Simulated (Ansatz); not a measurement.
# Si (Fd-3m): an equation of state far from equilibrium

How does Si (Fd-3m) respond to strong compression and slight expansion? The run doesn't test whether this is the element's stable form.

The COD entry's cell or inner coordinates are ideal or old and differ from later refinements, so a difference from it is no clean test against experiment.

Computed with Ansatz 0.2.0 (DFT PBEsol, scalar-relativistic, plane waves, PAW, unless a step's input says otherwise).

### Step 1. The system as given

The structure is cubic, space group Fd-3m (No. 227). The conventional cell has a = 5.434 Å, b = 5.434 Å, c = 5.434 Å, α = 90.00°, β = 90.00°, γ = 90.00°. Si (site symmetry -43m) has 4 Si at 2.35 Å as nearest neighbours.

As a file:

```xyz
2
Lattice="0.0000 2.7172 2.7172 2.7172 0.0000 2.7172 2.7172 2.7172 0.0000" Properties=species:S:1:pos:R:3 pbc="T T T"
Si    4.0758    4.0758    4.0758
Si    2.7172    2.7172    2.7172
```

An earlier run at PBEsol left this cell at 20.061 Å³/atom and -0.04 GPa (14×14×14 mesh).

### Step 2. Volume × 0.96

input.yaml reads:

```yaml
crystal:
  lattice:
    - [0.0, 2.6804502073, 2.6804502073]
    - [2.6804502073, 0.0, 2.6804502073]
    - [2.6804502073, 2.6804502073, 0.0]
  atoms:
    - { symbol: Si, position: [0.75, 0.75, 0.75] }
    - { symbol: Si, position: [0.5, 0.5, 0.5] }
basis:
  ecutwfc: 420
  ecutrho_ratio: 4
kpoints:
  mp_grid: { grid: [14, 14, 14] }
hamiltonian:
  xc: pbesol
scf:
  occupations: { method: gaussian, width: 0.05 }
output:
  forces: true
  stress: true
  eigenvalues: true
```

Command:

```console
ansatz run input.yaml --threads 1 --pin off --max-ram 2560MiB --backend cpu --events-out ev --progress --plain --runs-dir out
```

The runs that follow: Volume × 1.04; Volume × 0.92; Volume × 0.88; Volume × 0.84; Volume × 0.8; Volume × 0.76; Volume × 0.72; Volume × 0.68; Volume × 0.64.

What does the calculation give? Wanted: range of pressure; V0; B0; B0′.

**Answer**, as computed:

| quantity | value |
| --- | --- |
| range of pressure | -3.4 to 100.7 GPa |
| V0 (fit) | 20.03 Å³/atom |
| B0 (fit) | 97 GPa |
| B0′ (fit) | 3.83 |

A third-order Birch-Murnaghan fit follows the points with an rms miss of 0.37 meV/atom. The k mesh is not the same at all volumes. Symmetry fixes shape and sites, so only the volume changes. The gap is zero at the smaller volumes; semilocal functionals close small gaps early. Other structures may be lower in enthalpy at these pressures.
